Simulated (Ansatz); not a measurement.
An elastic constant from a strain scan in TiAl$_{3}$

Theory: DFT PBEsol, scalar-relativistic, plane waves, PAW in Ansatz. Cutoff 420 eV, Γ-centred 18×10×10 k-points, Gaussian smearing of 0.15 eV. No spin polarisation. Energies are free energies at this smearing, counted from the undisturbed cell; pressure is positive in compression.

The starting cell (relaxed at this level; this form isn't the usual structure):

```
Ti Al
1.0
     2.78139    0.00000    0.00000
     0.00000    4.67107    0.00000
     0.00000    0.00000    4.89340
Ti Al
1 3
Direct
  0.00000 0.50000 0.16317
  0.50000 0.50000 0.66405
  0.50000 0.00000 0.33311
  0.00000 0.00000 0.83967
```

The cell is strained by ε times the Voigt pattern (0, 0, 0, 1, 0, 0) (xx, yy, zz, yz, xz, xy; engineering shear) with fractional coordinates fixed. The cell holds 4 atoms in V0 = 63.58 Å³. The stress column is τ = (1/V0) dE/dε, got from the stress tensor σ (compression positive) at each point as −det(1 + εP) σ : P(1 + εP)⁻¹, with P the pattern as a tensor.

```csv
ε,ΔE (meV/atom),τ (GPa)
-0.0200,?,?
-0.0100,0.350,-0.706
0.0000,0.000,0.000
0.0050,0.087,0.353
0.0150,0.787,1.058
```

Which combination of elastic constants does this scan measure, and how large is it?

For small ε, τ = τ0 + Kε with K = pᵀCp, which for this pattern is C44 in the Cartesian frame shown. The parabola through τ at ε = -0.0100, 0 and 0.0050 has slope K = 71 GPa at zero. The energies per cell, E = NΔE, of the same two points give K = 2[E(ε₊)/ε₊ − E(ε₋)/ε₋]/[(ε₊ − ε₋)V0] = 71 GPa, in agreement. These are clamped-ion values.

Predict the withheld row at ε = -0.0200 from the harmonic law, and compare.

ΔE = V0(τ0 ε + Kε²/2)/N = 1.400 meV/atom and τ = -1.41 GPa. The calculation gives 1.399 meV/atom and -1.41 GPa, a miss of 0.01 meV/atom at most, so the harmonic law still holds here.

Forces appear on the atoms along this scan, and letting them relax would lower the energy and soften the response. In a metal these slopes depend on the k mesh and the smearing.

Cost: 5 runs of about 2.9 core-minutes in all, on Intel Xeon Platinum 8488C (Sapphire Rapids) (shared hosts).